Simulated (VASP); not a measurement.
C:

```xyz
4
Lattice="2.4673 0.0000 0.0000 -1.2336 2.1367 0.0000 0.0000 0.0000 7.8031" Properties=species:S:1:pos:R:3 pbc="T T T"
C     0.0000    0.0000    1.9508
C     0.0000    0.0000    5.8523
C     0.0000    1.4245    1.9508
C     1.2336    0.7122    5.8523
```

| Property | Result |
| --- | --- |
| Program | VASP 6.6.1 |
| Task | relaxation of cell and atoms |
| Functional | LDA |
| Potentials or basis | VASP PAW LDA potentials, release 64 (C) |
| Cutoff | 600 eV |
| k mesh | 12 × 12 × 4 |
| Occupations | gaussian, width 0.03 eV |
| Spin | no spin polarisation |

At the start: pressure -6.6 GPa; volume 10.28 Å³/atom.

Where does the relaxation end?

Over 15 steps the energy falls by 19.6 meV/atom and the volume is 8.54 Å³/atom (-16.9 %); space group P6_3/mmc (No. 194, to 0.05 Å).

The path:
```tsv
step	energy change (eV)	largest force (eV/Å)	pressure (GPa)	volume (Å³)
1	0.0000	0.0000	-6.58	41.14
2	0.0914	0.0000	15.40	38.67
3	-0.0204	0.0000	-0.61	40.39
4	-0.0204	0.0000	-0.49	40.37
5	-0.0224	0.0000	-0.51	40.19
6	-0.0287	0.0000	-0.51	39.63
7	-0.0416	0.0000	-0.57	38.52
8	-0.0660	0.0000	-0.52	36.29
9	-0.0557	0.0000	0.84	31.84
10	-0.0762	0.0000	-0.36	34.90
11	-0.0779	0.0000	-0.09	33.74
12	-0.0783	0.0000	-0.15	34.07
13	-0.0782	0.0000	-0.19	34.19
14	-0.0746	0.0000	3.19	33.88
15	-0.0782	0.0000	-0.03	34.18
```

Final structure:
```
CELL_PARAMETERS angstrom
2.44590 0.00000 0.00000
-1.22295 2.11821 0.00000
0.00000 0.00000 6.59690
ATOMIC_POSITIONS crystal
C 0.00000 0.00000 0.25000
C 0.00000 0.00000 0.75000
C 0.33333 0.66667 0.25000
C 0.66667 0.33333 0.75000
```

Caveat: the volume moved by over 15 % at a fixed basis, so the end points are rough.
